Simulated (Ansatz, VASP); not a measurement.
## Sr in VASP and in Ansatz

The input INCAR:

```
SYSTEM = Sr
PREC     = Accurate       ! precision mode
ENCUT    = 520            ! plane-wave cutoff, eV
EDIFF    = 1E-7           ! SCF threshold, eV
ISMEAR   = 0              ! smearing method
SIGMA    = 0.1            ! smearing width, eV
LREAL    = .FALSE.        ! projectors in reciprocal space
LASPH    = .TRUE.         ! aspherical terms in the spheres
NELM     = 80             ! most SCF steps
ALGO     = Normal         ! electronic algorithm
ISIF     = 2              ! what is computed and relaxed
LWAVE    = .FALSE.        ! write WAVECAR
LCHARG   = .FALSE.        ! write CHGCAR
GGA      = PE             ! functional
NBANDS   = 11             ! bands
```

KPOINTS

```
Automatic mesh
0
G
  4 4 4
  0 0 0
```

POSCAR

```
Sr
1.0
   -2.4250000000      2.4250000000      2.4250000000
    2.4250000000     -2.4250000000      2.4250000000
    2.4250000000      2.4250000000     -2.4250000000
Sr
1
Direct
    0.0000000000      0.0000000000      0.0000000000
```

Input for Ansatz:

```yaml
crystal:
  lattice:
    - [-2.425, 2.425, 2.425]
    - [2.425, -2.425, 2.425]
    - [2.425, 2.425, -2.425]
  atoms:
    - { symbol: Sr, position: [0.0, 0.0, 0.0] }
basis:
  ecutwfc: 440
kpoints:
  mp_grid: { grid: [4, 4, 4] }
hamiltonian:
  xc: pbe
scf:
  occupations: { method: gaussian, width: 0.1 }
  n_extra_bands: 2
  convergence: { dr2_threshold: "1e-9 eV" }
output:
  forces: false
  stress: true
  eigenvalues: true
```

Alike in both runs: task single point; functional PBE; k mesh 4 × 4 × 4; occupations gaussian, width 0.1 eV; no spin polarisation.

|  | VASP | Ansatz |
| --- | --- | --- |
| version | VASP 6.6.1 | Ansatz 0.2.0 |
| potentials or method | VASP PAW PBE potentials, release 64 (Sr_sv) | scalar-relativistic, plane waves, PAW |
| plane-wave cutoff (eV) | 520 | 440 |
| valence electrons in the cell | 10 | 10 |

```tsv
	VASP	Ansatz	Ansatz less VASP
gap on the k mesh at the Fermi level (eV)	none	none	-
pressure (GPa)	-0.8	-0.8	0.00
```

A gap of «none» marks a metal or a gap that the smearing closes. Ansatz warned: «stress_scf_threshold_loose».

Caveats: the k mesh is coarse (spacing up to 0.46 Å⁻¹), so the values aren't converged.
